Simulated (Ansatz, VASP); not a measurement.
## Ge2Sb2Te5 in VASP and in Ansatz

Contents of INCAR:

```
SYSTEM = Ge2Sb2Te5
  PREC = Accurate
  ENCUT = 520
  EDIFF = 1E-6
  ISMEAR = -1
  SIGMA = 0.05
  LREAL = .False.
  LASPH = .True.
  NELM = 100
  ALGO = Normal
  ISIF = 2
  LWAVE = .False.
  LCHARG = .False.
  GGA = PE
  NBANDS = 44
```

The input KPOINTS:

```
regular mesh
0
Gamma
  5 5 2
  0 0 0
```

POSCAR

```
Ge2Sb2Te5
1.0
    4.2940644248      0.0429406442      0.0000000000
   -2.1098445236      3.6972985553      0.0000000000
    0.0000000000      0.0000000000     17.1013460000
Te Sb Ge
5 2 2
Direct
    0.6666666667      0.3333333333      0.4198920000
    0.3333333333      0.6666666667      0.5801080000
    0.3333333333      0.6666666667      0.2015420000
    0.6666666667      0.3333333333      0.7984580000
    0.0000000000      0.0000000000      0.0000000000
    0.0000000000      0.0000000000      0.3200680000
    0.0000000000      0.0000000000      0.6799320000
    0.6666666667      0.3333333333      0.1028950000
    0.3333333333      0.6666666667      0.8971050000
```

File input.yaml:

```yaml
crystal:
  lattice:
    - [4.2940644248, 0.0429406442, 0.0]
    - [-2.1098445236, 3.6972985553, 0.0]
    - [0.0, 0.0, 17.101346]
  atoms:
    - { symbol: Te, position: [0.6666666667, 0.3333333333, 0.419892] }
    - { symbol: Te, position: [0.3333333333, 0.6666666667, 0.580108] }
    - { symbol: Te, position: [0.3333333333, 0.6666666667, 0.201542] }
    - { symbol: Te, position: [0.6666666667, 0.3333333333, 0.798458] }
    - { symbol: Te, position: [0.0, 0.0, 0.0] }
    - { symbol: Sb, position: [0.0, 0.0, 0.320068] }
    - { symbol: Sb, position: [0.0, 0.0, 0.679932] }
    - { symbol: Ge, position: [0.6666666667, 0.3333333333, 0.102895] }
    - { symbol: Ge, position: [0.3333333333, 0.6666666667, 0.897105] }
hamiltonian:
  xc: pbe
  pseudopotentials: { kind: paw }
kpoints:
  mp_grid: { grid: [5, 5, 2] }
scf:
  occupations: { method: fermi_dirac, width: 0.05 }
output:
  forces: true
  stress: true
  eigenvalues: true
  write_density: true
  write_potential: true
  elf: true
  volumetric_format: npy
```

The cell comes from a database or a generator and needn't be the stable form of this composition.

Alike in both runs: task single point; functional PBE; k mesh 5 × 5 × 2; occupations fermi-dirac, width 0.05 eV; no spin polarisation.

|  | VASP | Ansatz |
| --- | --- | --- |
| version | VASP 6.6.1 | Ansatz 0.2.0 |
| potentials or method | VASP PAW PBE potentials, release 64 (Te, Sb, Ge_d) | Ansatz PAW |
| plane-wave cutoff (eV) | 520 | 420 |
| valence electrons in the cell | 68 | 138 |

Ansatz gave:

| Item | Value |
| --- | --- |
| gap on the k mesh at the Fermi level (eV) | 0.18 |
| least direct gap on the mesh (eV) | 0.18 |
| pressure (GPa) | 0.3 |
| largest component of the traceless stress (GPa) | 0.72 |
| rms of the force components (eV/Å) | 0.045 |

Q: Estimate VASP's values.

A: gap on the k mesh at the Fermi level (eV): 0.17; least direct gap on the mesh (eV): 0.17; pressure (GPa): 0.3; largest component of the traceless stress (GPa): 0.72; rms of the force components (eV/Å): 0.042.

Atom by atom the forces differ by 0.008 eV/Å (rms over components). The functional is the same, so the differences come from potentials, cutoffs and numerics. The two sets of potentials don't hold the same shells in valence.

Caveats: spin-orbit coupling is left out, which moves the levels of the heavy elements; an odd mesh through Γ misses points on the zone boundary, where band edges often lie (VASP); odd divisions of the mesh miss points on the zone boundary, where band edges often lie, so the gap on the mesh can be too wide (Ansatz).
